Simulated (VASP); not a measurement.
Crystal: In.

```
In
1.0
     3.33548    0.00000    0.00000
    -1.66774    2.88861    0.00000
     0.00000    0.00000    5.50914
In
2
Cartesian
  1.6677 0.9629 4.1319
  0.0000 1.9257 1.3773
```

This isn't the form of In at room conditions, which is tetragonal.

- Program: VASP 6.6.1
- Task: relaxation of cell and atoms
- Functional: RPBE
- Potentials or basis: VASP PAW PBE potentials, release 54 (In)
- Cutoff: 580 eV
- k mesh: 7 × 7 × 4
- Occupations: methfessel-paxton, width 0.2 eV
- Spin: spin-orbit coupling, no magnetisation

At the start: pressure 2.8 GPa; volume 26.54 Å³/atom.

**Question.** Where does the relaxation end?

**Answer.** Over 5 steps the energy falls by 16.8 meV/atom and the volume is 28.57 Å³/atom (+7.6 %); space group P6_3/mmc (No. 194, to 0.05 Å).

The path:
| step | energy change (eV) | largest force (eV/Å) | pressure (GPa) | volume (Å³) |
| --- | --- | --- | --- | --- |
| 1 | 0.0000 | 0.0000 | 2.76 | 53.08 |
| 2 | -0.0329 | 0.0000 | 0.28 | 56.67 |
| 3 | -0.0331 | 0.0000 | 0.05 | 57.06 |
| 4 | -0.0331 | 0.0000 | 0.09 | 56.98 |
| 5 | -0.0336 | 0.0000 | 0.03 | 57.14 |

Final structure:
```xyz
2
Lattice="3.4237 0.0000 0.0000 -1.7119 2.9650 0.0000 0.0000 0.0000 5.6286" Properties=species:S:1:pos:R:3 pbc="T T T"
In    1.7119    0.9883    4.2215
In    0.0000    1.9767    1.4072
```

Caveat: the PAW data sets were made with another functional, which shifts forces and pressure a little.
